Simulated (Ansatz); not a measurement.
# Ir: the cost of one run

Computed with Ansatz 0.2.0 (DFT PBE, scalar-relativistic, plane waves, PAW, unless a step's input says otherwise).

### 1 The structure to begin with

It takes space group Ia-3 (No. 206, cubic). The conventional cell has a = 6.325 Å, b = 6.325 Å, c = 6.325 Å, α = 90.00°, β = 90.00°, γ = 90.00°. Ir (site symmetry 3) has 4 Ir at 2.26 to 2.27 Å as nearest neighbours.

Structure file:

```cif
data_structure
_symmetry_space_group_name_H-M 'Ia-3'
_symmetry_Int_Tables_number 206
_cell_length_a 6.3249
_cell_length_b 6.3249
_cell_length_c 6.3249
_cell_angle_alpha 90.000
_cell_angle_beta 90.000
_cell_angle_gamma 90.000
_cell_volume 253.02
loop_
_atom_site_label
_atom_site_type_symbol
_atom_site_symmetry_multiplicity
_atom_site_Wyckoff_symbol
_atom_site_fract_x
_atom_site_fract_y
_atom_site_fract_z
_atom_site_occupancy
Ir1 Ir 16 c 0.10300 0.10300 0.10300 1
```

This is candidate A: Si type (Ia-3, No. 206).

(A quick probe on a coarse mesh, which set the mesh and smearing, is not shown.)

### 3 Coarse relaxation (candidate A)

Contents of input.yaml:

```yaml
crystal:
  lattice:
    - [-3.1624516543, 3.1624516543, 3.1624516543]
    - [3.1624516543, -3.1624516543, 3.1624516543]
    - [3.1624516543, 3.1624516543, -3.1624516543]
  atoms:
    - { symbol: Ir, position: [0.206, 0.206, 0.206] }
    - { symbol: Ir, position: [0.5, 0.0, 0.294] }
    - { symbol: Ir, position: [0.294, 0.5, 0.0] }
    - { symbol: Ir, position: [0.0, 0.294, 0.5] }
    - { symbol: Ir, position: [0.794, 0.794, 0.794] }
    - { symbol: Ir, position: [0.5, 0.0, 0.706] }
    - { symbol: Ir, position: [0.706, 0.5, 0.0] }
    - { symbol: Ir, position: [0.0, 0.706, 0.5] }
basis:
  ecutwfc: 420
kpoints:
  mp_grid: { grid: [4, 4, 4] }
hamiltonian:
  xc: pbe
scf:
  occupations: { method: gaussian, width: 0.1 }
  lower_state_search: "off"
output:
  forces: true
  stress: true
  eigenvalues: true
relax:
  adjacent_minimum: "off"
  f_tol: 0.04
  max_steps: 70
  cell: { stress_tol: 0.4 }
```

**Question.** How long does this run take on 1 thread of an x86-64 CPU, shared host, and how much memory does it need?

About 48 s, with a peak of 0.54 GiB.
